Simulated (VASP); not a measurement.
# TiN (Fm-3m) in VASP: band structure with PBEsol

Aim: the band structure of TiN with PBEsol.

All numbers are computed with VASP 6.6.1; they aren't measurements. Logs are shortened: lines on timing, memory, paths and dates and some standing lists are left out, and cuts for length are marked.

## 1. The structure

The structure is cubic, space group Fm-3m (No. 225). The conventional cell has a = 4.206 Å, b = 4.206 Å, c = 4.206 Å, α = 90.00°, β = 90.00°, γ = 90.00°. Ti (site symmetry m-3m) is surrounded by 6 N at 2.10 Å. N (site symmetry m-3m) is surrounded by 6 Ti at 2.10 Å.

The cell was built by a generator and needn't be a form met in nature.

## 2. Band structure, PBEsol

The input, INCAR:

```
SYSTEM = TiN
PREC     = Accurate       ! precision mode
ENCUT    = 520            ! plane-wave cutoff, eV
EDIFF    = 1E-7           ! SCF threshold, eV
ISMEAR   = 1              ! smearing method
SIGMA    = 0.1            ! smearing width, eV
LREAL    = .FALSE.        ! projectors in reciprocal space
LASPH    = .TRUE.         ! aspherical terms in the spheres
NELM     = 80             ! most SCF steps
ALGO     = Normal         ! electronic algorithm
ISIF     = 2              ! what is computed and relaxed
LWAVE    = .FALSE.        ! write WAVECAR
LCHARG   = .FALSE.        ! write CHGCAR
LMAXMIX  = 4              ! l up to which the mixer works
GGA      = PS             ! functional
NBANDS   = 16             ! bands
ICORELEVEL= 1
```

The input, KPOINTS:

```
Automatic mesh
0
G
  16 16 16
  0 0 0
```

The input, POSCAR:

```
TiN                                     
1.0
    0.0000000000      2.1029354761      2.1029354761
    2.1029354761      0.0000000000      2.1029354761
    2.1029354761      2.1029354761      0.0000000000
  Ti              N             
     1     1
Direct
     0.0000000000000000    0.0000000000000000    0.0000000000000000
     0.5000000000000000    0.5000000000000000    0.5000000000000000
```

The input, KPOINTS_OPT:

```
explicit points
109
Reciprocal
 0.0000000000  0.0000000000  0.0000000000 1
 0.0555555556  0.0000000000  0.0555555556 1
 0.1111111111  0.0000000000  0.1111111111 1
 0.1666666667  0.0000000000  0.1666666667 1
 0.2222222222  0.0000000000  0.2222222222 1
 0.2777777778  0.0000000000  0.2777777778 1
 0.3333333333  0.0000000000  0.3333333333 1
 0.3888888889  0.0000000000  0.3888888889 1
 0.4444444444  0.0000000000  0.4444444444 1
 0.5000000000  0.0000000000  0.5000000000 1
 0.5000000000  0.0000000000  0.5000000000 1
 0.5000000000  0.0277777778  0.5277777778 1
 0.5000000000  0.0555555556  0.5555555556 1
 0.5000000000  0.0833333333  0.5833333333 1
 0.5000000000  0.1111111111  0.6111111111 1
 0.5000000000  0.1388888889  0.6388888889 1
 0.5000000000  0.1666666667  0.6666666667 1
 0.5000000000  0.1944444444  0.6944444444 1
 0.5000000000  0.2222222222  0.7222222222 1
 0.5000000000  0.2500000000  0.7500000000 1
 0.5000000000  0.2500000000  0.7500000000 1
 0.4861111111  0.2638888889  0.7500000000 1
 0.4722222222  0.2777777778  0.7500000000 1
 0.4583333333  0.2916666667  0.7500000000 1
 0.4444444444  0.3055555556  0.7500000000 1
 0.4305555556  0.3194444444  0.7500000000 1
 0.4166666667  0.3333333333  0.7500000000 1
 0.4027777778  0.3472222222  0.7500000000 1
 0.3888888889  0.3611111111  0.7500000000 1
 0.3750000000  0.3750000000  0.7500000000 1
 0.3750000000  0.3750000000  0.7500000000 1
 0.3333333333  0.3333333333  0.6666666667 1
 0.2916666667  0.2916666667  0.5833333333 1
 0.2500000000  0.2500000000  0.5000000000 1
 0.2083333333  0.2083333333  0.4166666667 1
 0.1666666667  0.1666666667  0.3333333333 1
 0.1250000000  0.1250000000  0.2500000000 1
 0.0833333333  0.0833333333  0.1666666667 1
 0.0416666667  0.0416666667  0.0833333333 1
 0.0000000000  0.0000000000  0.0000000000 1
 0.0000000000  0.0000000000  0.0000000000 1
 0.0555555556  0.0555555556  0.0555555556 1
 0.1111111111  0.1111111111  0.1111111111 1
 0.1666666667  0.1666666667  0.1666666667 1
 0.2222222222  0.2222222222  0.2222222222 1
 0.2777777778  0.2777777778  0.2777777778 1
 0.3333333333  0.3333333333  0.3333333333 1
 0.3888888889  0.3888888889  0.3888888889 1
 0.4444444444  0.4444444444  0.4444444444 1
 0.5000000000  0.5000000000  0.5000000000 1
 0.5000000000  0.5000000000  0.5000000000 1
 0.5138888889  0.4722222222  0.5138888889 1
 0.5277777778  0.4444444444  0.5277777778 1
 0.5416666667  0.4166666667  0.5416666667 1
 0.5555555556  0.3888888889  0.5555555556 1
 0.5694444444  0.3611111111  0.5694444444 1
 0.5833333333  0.3333333333  0.5833333333 1
 0.5972222222  0.3055555556  0.5972222222 1
 0.6111111111  0.2777777778  0.6111111111 1
 0.6250000000  0.2500000000  0.6250000000 1
 0.6250000000  0.2500000000  0.6250000000 1
 0.6111111111  0.2500000000  0.6388888889 1
 0.5972222222  0.2500000000  0.6527777778 1
 0.5833333333  0.2500000000  0.6666666667 1
 0.5694444444  0.2500000000  0.6805555556 1
 0.5555555556  0.2500000000  0.6944444444 1
 0.5416666667  0.2500000000  0.7083333333 1
 0.5277777778  0.2500000000  0.7222222222 1
 0.5138888889  0.2500000000  0.7361111111 1
 0.5000000000  0.2500000000  0.7500000000 1
 0.5000000000  0.2500000000  0.7500000000 1
 0.5000000000  0.2777777778  0.7222222222 1
 0.5000000000  0.3055555556  0.6944444444 1
 0.5000000000  0.3333333333  0.6666666667 1
 0.5000000000  0.3611111111  0.6388888889 1
 0.5000000000  0.3888888889  0.6111111111 1
 0.5000000000  0.4166666667  0.5833333333 1
 0.5000000000  0.4444444444  0.5555555556 1
 0.5000000000  0.4722222222  0.5277777778 1
 0.5000000000  0.5000000000  0.5000000000 1
 0.5000000000  0.5000000000  0.5000000000 1
 0.4861111111  0.4861111111  0.5277777778 1
 0.4722222222  0.4722222222  0.5555555556 1
 0.4583333333  0.4583333333  0.5833333333 1
 0.4444444444  0.4444444444  0.6111111111 1
 0.4305555556  0.4305555556  0.6388888889 1
 0.4166666667  0.4166666667  0.6666666667 1
 0.4027777778  0.4027777778  0.6944444444 1
 0.3888888889  0.3888888889  0.7222222222 1
 0.3750000000  0.3750000000  0.7500000000 1
 0.6250000000  0.2500000000  0.6250000000 1
 0.6111111111  0.2222222222  0.6111111111 1
 0.5972222222  0.1944444444  0.5972222222 1
 0.5833333333  0.1666666667  0.5833333333 1
 0.5694444444  0.1388888889  0.5694444444 1
 0.5555555556  0.1111111111  0.5555555556 1
 0.5416666667  0.0833333333  0.5416666667 1
 0.5277777778  0.0555555556  0.5277777778 1
 0.5138888889  0.0277777778  0.5138888889 1
 0.5000000000  0.0000000000  0.5000000000 1
 0.0000000000  0.0000000000  0.0000000000 1
 0.3750000000  0.3750000000  0.7500000000 1
 0.5000000000  0.5000000000  0.5000000000 1
 0.6250000000  0.2500000000  0.6250000000 1
 0.5000000000  0.2500000000  0.7500000000 1
 0.5000000000  0.0000000000  0.5000000000 1
 0.4000000000  0.0000000000  0.4000000000 1
 0.4250000000  0.0000000000  0.4250000000 1
 0.4500000000  0.0000000000  0.4500000000 1
```

Potentials or basis: VASP PAW PBE potentials, release 64 (Ti_sv, N).

The run is started by

```console
$ cat potpaw_PBE.64/Ti_sv/POTCAR potpaw_PBE.64/N/POTCAR > POTCAR
$ mpirun -np 1 vasp_std > vasp.out
```

OUTCAR:

```text
SYSTEM = TiN
   PREC = Accurate
   ENCUT = 520
   EDIFF = 1E-7
   ISMEAR = 1
   LREAL = .FALSE.
   LASPH = .TRUE.
   NELM = 80
   ISIF = 2
   GGA = PS

 ion  position               nearest neighbor table
   1  0.000  0.000  0.000-   2 2.10   2 2.10   2 2.10   2 2.10   2 2.10   2 2.10
   2  0.500  0.500  0.500-   1 2.10   1 2.10   1 2.10   1 2.10   1 2.10   1 2.10

  LATTYP: Found a face centered cubic cell.
 ALAT       =     4.2058709522

  Lattice vectors:

 A1 = (   0.0000000000,   2.1029354761,   2.1029354761)
 A2 = (   2.1029354761,   0.0000000000,   2.1029354761)
 A3 = (   2.1029354761,   2.1029354761,   0.0000000000)

Analysis of symmetry for initial positions (statically):
=====================================================================
 Subroutine PRICEL returns:
 Original cell was already a primitive cell.

 Routine SETGRP: Setting up the symmetry group for a
 face centered cubic supercell.

 Subroutine GETGRP returns: Found 48 space group operations
 (whereof 48 operations were pure point group operations)
 out of a pool of 48 trial point group operations.

The static configuration has the point symmetry O_h .

Analysis of symmetry for dynamics (positions and initial velocities):
=====================================================================
 Subroutine PRICEL returns:
 Original cell was already a primitive cell.

 Routine SETGRP: Setting up the symmetry group for a
 face centered cubic supercell.

 Subroutine GETGRP returns: Found 48 space group operations
 (whereof 48 operations were pure point group operations)
 out of a pool of 48 trial point group operations.

The dynamic configuration has the point symmetry O_h .

 Subroutine INISYM returns: Found 48 space group operations
 (whereof 48 operations are pure point group operations),
 and found     1 'primitive' translations

----------------------------------------------------------------------------------------

                                     Primitive cell

  volume of cell :      18.5998

  direct lattice vectors                    reciprocal lattice vectors
     0.000000000  2.102935476  2.102935476    -0.237762882  0.237762882  0.237762882
     2.102935476  0.000000000  2.102935476     0.237762882 -0.237762882  0.237762882
     2.102935476  2.102935476  0.000000000     0.237762882  0.237762882 -0.237762882

  length of vectors
     2.973999871  2.973999871  2.973999871     0.411817392  0.411817392  0.411817392

  position of ions in fractional coordinates (direct lattice)
     0.000000000  0.000000000  0.000000000
     0.500000000  0.500000000  0.500000000

  ion indices of the primitive-cell ions
   primitive index   ion index
                 1           1
                 2           2

----------------------------------------------------------------------------------------

 KPOINTS: Automatic mesh

Automatic generation of k-mesh.
 Grid dimensions read from file:
 generate k-points for:   16   16   16

 Generating k-lattice:

  Cartesian coordinates                     Fractional coordinates (reciprocal lattice)
[... 46 lines left out ...]
   dimension x,y,z NGXF=    48 NGYF=   48 NGZF=   48
   ions per type =               1   1
   NGX,Y,Z   is equivalent  to a cutoff of  13.42, 13.42, 13.42 a.u.
   NGXF,Y,Z  is equivalent  to a cutoff of  26.83, 26.83, 26.83 a.u.
 SYSTEM =  TiN
   PREC   = accura    normal or accurate (medium, high low for compatibility)
   ISTART =      0    job   : 0-new  1-cont  2-samecut
   ICHARG =      2    charge: 1-file 2-atom 10-const
   ISPIN  =      1    spin polarized calculation?
   LNONCOLLINEAR =      F non collinear calculations
   LSORBIT =      F    spin-orbit coupling
   LASPH  =      T    aspherical Exc in radial PAW
   ENCUT  =  520.0 eV  38.22 Ry    6.18 a.u.   5.53  5.53  5.53*2*pi/ulx,y,z
   NELM   =     80;   NELMIN=  2; NELMDL= -5     # of ELM steps
   EDIFF  = 0.1E-06   stopping-criterion for ELM
   LREAL  =      F    real-space projection
   EDIFFG = 0.1E-05   stopping-criterion for IOM
   NSW    =      0    number of steps for IOM
   IBRION =     -1    ionic relax: 0-MD 1-quasi-New 2-CG
   NFREE  =      0    steps in history (QN), initial steepest desc. (CG)
   ISIF   =      2    stress and relaxation
   ISYM   =      2    0-nonsym 1-usesym 2-fastsym
   POTIM  = 0.5000    time-step for ionic-motion
   TEBEG  =    0.0;   TEEND  =   0.0 temperature during run
   PSTRESS=    0.0 pullay stress
   NELECT =      17.0000    total number of electrons
   NUPDOWN=      -1.0000    fix difference up-down
   EMIN   =  10.00;   EMAX   =-10.00  energy-range for DOS
   EFERMI =   0.00;   METHOD = LEGACY
   ISMEAR =     1;   SIGMA  =   0.10  broadening in eV -4-tet -1-fermi 0-gaus
   EFERMI_NEDOS =   21; number of points for ismear=-14 and -15
   IALGO  =     38    algorithm
   IMIX   =      4    mixing-type and parameters
     AMIX     =   0.40;   BMIX     =  1.00
     AMIX_MAG =   1.60;   BMIX_MAG =  1.00
  volume/ion in A,a.u.               =       9.30        62.76
  Fermi-wavevector in a.u.,A,eV,Ry     =   1.588749  3.002300 34.342768  2.524122
  Thomas-Fermi vector in A             =   2.687704
   LORBIT       =      0    0 simple, 1 ext, 2 COOP (PROOUT), +10 PAW based schemes
   GGA     = PS    functional components
   LHFCALC =     F    Hartree Fock is set to
   AEXX    =    0.0000 exact exchange contribution
   IVDW    =     0    specifies the selected vdW correction
   LEPSILON=     F    determine dielectric tensor
   LRPA    =     F    only Hartree local field effects (RPA)
 non-spin polarized calculation
 Methfessel and Paxton  Order N= 1 SIGMA  =   0.10
  energy-cutoff  :      520.00
  volume of cell :       18.60
 maximum number of plane-waves:       531
 NGX is ok and might be reduce to    24
   NGX = 11   NGY = 11   NGZ = 11

 number of electron      16.9999998 magnetization

 Free energy of the ion-electron system (eV)
  ---------------------------------------------------
  ext. energy  EPLUGINS =         0.00000000
  ---------------------------------------------------
  free energy    TOTEN  =       -20.78026692 eV

  energy without entropy =      -20.77887047  energy(sigma->0) =      -20.77980144

 the core state eigenenergies are
   1-  1s  -4851.9982  2s   -520.7075  2p   -427.9885
   2-  1s   -366.0646

 E-fermi :  11.6676     XC(G=0): -13.3641

 val. band max:       11.6640702704   @ k =   0.3750   0.1250   0.0000
 cond. band min:      11.6687233893   @ k =  -0.1875   0.0625   0.0000
 fundamental gap:      0.0046531189
 Fermi energy:        11.6676223409

 k-point     1 :       0.0000    0.0000    0.0000
  band No.  band energies     occupation
      1     -45.9147      2.00000
      2     -21.9747      2.00000
      3     -21.9747      2.00000
      4     -21.9747      2.00000
      5      -5.5392      2.00000
      6       9.6066      2.00000
[... 433 lines left out ...]
      3     -21.9924      2.00000
      4     -21.9757      2.00000
      5      -5.3277      2.00000
      6       8.4983      2.00000
[... 8 lines left out ...]
     15      24.9670      0.00000
     16      30.9909      0.00000

 [... further k-points ...]

------------------------ aborting loop because EDIFF is reached ----------------------------------------

  FORCE on cell =-STRESS in cart. coord.  units (eV):
  Direction    XX          YY          ZZ          XY          YZ          ZX
  --------------------------------------------------------------------------------------
  -------------------------------------------------------------------------------------
  Total        0.0066214      0.0066214      0.0066214      0.0000000      0.0000000      0.0000000
  in kB        0.5703641      0.5703641      0.5703641      0.0000000      0.0000000      0.0000000
  external PRESSURE =       0.5703641 kB  Pullay stress =       0.0000000 kB

 VOLUME and BASIS-vectors are now :
 -----------------------------------------------------------------------------
  energy-cutoff  :      520.00
  volume of cell :       18.60
      direct lattice vectors                 reciprocal lattice vectors
     0.000000000  2.102935476  2.102935476    -0.237762882  0.237762882  0.237762882
     2.102935476  0.000000000  2.102935476     0.237762882 -0.237762882  0.237762882
     2.102935476  2.102935476  0.000000000     0.237762882  0.237762882 -0.237762882

 POSITION                                       TOTAL-FORCE (eV/Angst)
 -----------------------------------------------------------------------------------
      0.00000      0.00000      0.00000        -0.000000      0.000000     -0.000000
      2.10294      2.10294      2.10294         0.000000     -0.000000      0.000000
 -----------------------------------------------------------------------------------
    total drift:                                0.000000     -0.000000     -0.000000

  FREE ENERGIE OF THE ION-ELECTRON SYSTEM (eV)
  ---------------------------------------------------
  free  energy   TOTEN  =       -20.7802669215 eV

  energy  without entropy=      -20.7788704721  energy(sigma->0) =      -20.77980144
```

Run time: 53 s. Hardware: 1 thread of Intel Xeon Platinum 8488C (Sapphire Rapids), shared host; peak memory 0.19 GiB.

What came out:

```
Free energy             : -20.7803 eV
Pressure                : 0.1 GPa
Band gap along the path : none (metal or under the smearing width)
```

Levels at the corners of the path, in eV from the Fermi level:
```
point  band 5  band 6  band 7  band 8  band 9  band 10  band 11  band 12  band 13  band 14
    Γ  -17.21   -2.06   -2.06   -2.06   -0.66    -0.66    -0.66     0.58     0.58     5.67
    X  -15.77   -5.91   -3.26   -3.26   -3.24     1.70     2.50     2.50     3.83    10.86
    X  -15.77   -5.91   -3.26   -3.26   -3.24     1.70     2.50     2.50     3.83    10.86
    W  -15.26   -5.58   -5.58   -5.49    0.95     0.95     2.51     3.31     4.03    12.24
    W  -15.26   -5.58   -5.58   -5.49    0.95     0.95     2.51     3.31     4.03    12.24
    K  -15.31   -5.96   -5.82   -4.56   -0.50     2.07     2.42     3.79     3.91    11.71
    K  -15.31   -5.96   -5.82   -4.56   -0.50     2.07     2.42     3.79     3.91    11.71
    Γ  -17.21   -2.06   -2.06   -2.06   -0.66    -0.66    -0.66     0.58     0.58     5.67
    Γ  -17.21   -2.06   -2.06   -2.06   -0.66    -0.66    -0.66     0.58     0.58     5.67
    L  -14.59   -8.28   -5.63   -5.63    1.76     1.76     2.47     5.97     5.97     6.11
    L  -14.59   -8.28   -5.63   -5.63    1.76     1.76     2.47     5.97     5.97     6.11
    U  -15.31   -5.96   -5.82   -4.56   -0.50     2.07     2.42     3.79     3.91    11.71
    U  -15.31   -5.96   -5.82   -4.56   -0.50     2.07     2.42     3.79     3.91    11.71
    W  -15.26   -5.58   -5.58   -5.49    0.95     0.95     2.51     3.31     4.03    12.24
    W  -15.26   -5.58   -5.58   -5.49    0.95     0.95     2.51     3.31     4.03    12.24
    L  -14.59   -8.28   -5.63   -5.63    1.76     1.76     2.47     5.97     5.97     6.11
    L  -14.59   -8.28   -5.63   -5.63    1.76     1.76     2.47     5.97     5.97     6.11
    K  -15.31   -5.96   -5.82   -4.56   -0.50     2.07     2.42     3.79     3.91    11.71
    U  -15.31   -5.96   -5.82   -4.56   -0.50     2.07     2.42     3.79     3.91    11.71
    X  -15.77   -5.91   -3.26   -3.26   -3.24     1.70     2.50     2.50     3.83    10.86
```

Core levels (eV, on the scale of the bands):
```csv
atom,levels
1 Ti,"1s -4852.0, 2s -520.7, 2p -428.0"
2 N,1s -366.1
```

Caveat: the PAW data sets were made with another functional, which shifts forces and pressure a little.
